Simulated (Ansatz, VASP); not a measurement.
**WC: VASP beside Ansatz**

Contents of INCAR:

```
PREC     = Accurate       # precision mode
ENCUT    = 520            # plane-wave cutoff, eV
EDIFF    = 1E-6           # SCF threshold, eV
ISMEAR   = 0              # smearing method
SIGMA    = 0.15           # smearing width, eV
LREAL    = F              # projectors in reciprocal space
LASPH    = T              # aspherical terms in the spheres
NELM     = 60             # most SCF steps
ALGO     = Fast           # electronic algorithm
ISIF     = 2              # what is computed and relaxed
LWAVE    = F              # write WAVECAR
LCHARG   = F              # write CHGCAR
GGA      = PS             # functional
NBANDS   = 16             # bands
```

File KPOINTS:

```
Automatic mesh
0
Gamma
  18 18 18
```

File POSCAR:

```
WC
1.0
    0.0000000000      2.1926840000      2.1926840000
    2.1926840000      0.0000000000      2.1926840000
    2.1926840000      2.1926840000      0.0000000000
W C
1 1
Direct
   -0.0171023276     -0.0171023276      0.0171023276
    0.5000000000      0.5000000000      0.5000000000
```

Input for Ansatz:

```yaml
crystal:
  lattice:
    - [0.0, 2.192684, 2.192684]
    - [2.192684, 0.0, 2.192684]
    - [2.192684, 2.192684, 0.0]
  atoms:
    - { symbol: W, position: [-0.0171023276, -0.0171023276, 0.0171023276] }
    - { symbol: C, position: [0.5, 0.5, 0.5] }
basis:
  ecutwfc: 420
kpoints:
  mp_grid: { grid: [18, 18, 18] }
hamiltonian:
  xc: pbesol
scf:
  occupations: { method: gaussian, width: 0.15 }
output:
  forces: true
  stress: true
  eigenvalues: true
```

Change from the starting cell: all W atoms moved +0.075 Å, as atom 1 towards its neighbour atom 2 (C) at 2.193 Å.

Alike in both runs: task single point; functional PBEsol; k mesh 18 × 18 × 18; occupations gaussian, width 0.15 eV; no spin polarisation.

|  | VASP | Ansatz |
| --- | --- | --- |
| version | VASP 6.6.1 | Ansatz 0.2.0 |
| potentials or method | VASP PAW PBE potentials, release 64 (W_sv, C) | scalar-relativistic, plane waves, PAW |
| plane-wave cutoff (eV) | 520 | 420 |
| valence electrons in the cell | 18 | 18 |

Ansatz gave:

```
gap on the k mesh at the Fermi level (eV)       : none
pressure (GPa)                                  : -9.2
largest component of the traceless stress (GPa) : 2.02
rms of the force components (eV/Å)              : 0.280
```

Q: Which values does VASP return?

A: gap on the k mesh at the Fermi level (eV): none; pressure (GPa): -8.2; largest component of the traceless stress (GPa): 2.04; rms of the force components (eV/Å): 0.285.

Atom by atom the forces differ by 0.004 eV/Å (rms over components). A gap of «none» marks a metal or a gap that the smearing closes.

Caveats: the PAW data sets were made with another functional, which shifts forces and pressure a little (VASP). The runs have no spin-orbit coupling, so splittings on W are missing.
